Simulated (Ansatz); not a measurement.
The system is In.

```
In
1.0
     3.33548    0.00000    0.00000
    -1.66774    2.88861    0.00000
     0.00000    0.00000    5.50914
In
2
Direct
  0.66667 0.33333 0.75000
  0.33333 0.66667 0.25000
```

This isn't the form of In at room conditions, which is tetragonal.

* Program: Ansatz 0.2.0
* Task: relaxation of cell and atoms
* Functional: BLYP
* Dispersion: D4
* Potentials or basis: Ansatz PAW
* Cutoff: 420 eV (not typed: the program's choice for these potentials)
* k mesh: 9 × 9 × 5
* Occupations: fermi-dirac, width 0.05 eV
* Spin: no spin polarisation

At the start: volume 26.54 Å³/atom.

Problem. How do energy, volume and symmetry change on relaxing?

Solution. It ends after 8 steps and the volume is 27.91 Å³/atom (+5.2 %); space group P6_3/mmc (No. 194, to 0.05 Å).

The path:
```tsv
step	energy change (eV)	largest force (eV/Å)	volume (Å³)
1	0.0000	0.0000	53.08
2	-0.0167	0.0000	55.43
3	-0.0205	0.0000	56.30
4	-0.0251	0.0000	57.23
5	-0.0289	0.0000	56.36
6	-0.0295	0.0000	55.91
7	-0.0295	0.0000	55.82
8	-0.0299	0.0000	55.82
```

Final structure:
```
CELL_PARAMETERS angstrom
3.30161 0.00000 0.00000
-1.65081 2.85928 0.00000
0.00000 0.00000 5.91261
ATOMIC_POSITIONS crystal
In 0.66667 0.33333 0.75000
In 0.33333 0.66667 0.25000
```

Caveat: the plane-wave basis is chosen anew once the cell has moved, so the energies of steps on either side of that aren't comparable; pairwise dispersion overbinds metals, which lowers pressure and volume; the PAW data sets come from PBE, with cores solved anew for the run's functional, which leaves a small shift of forces and pressure.
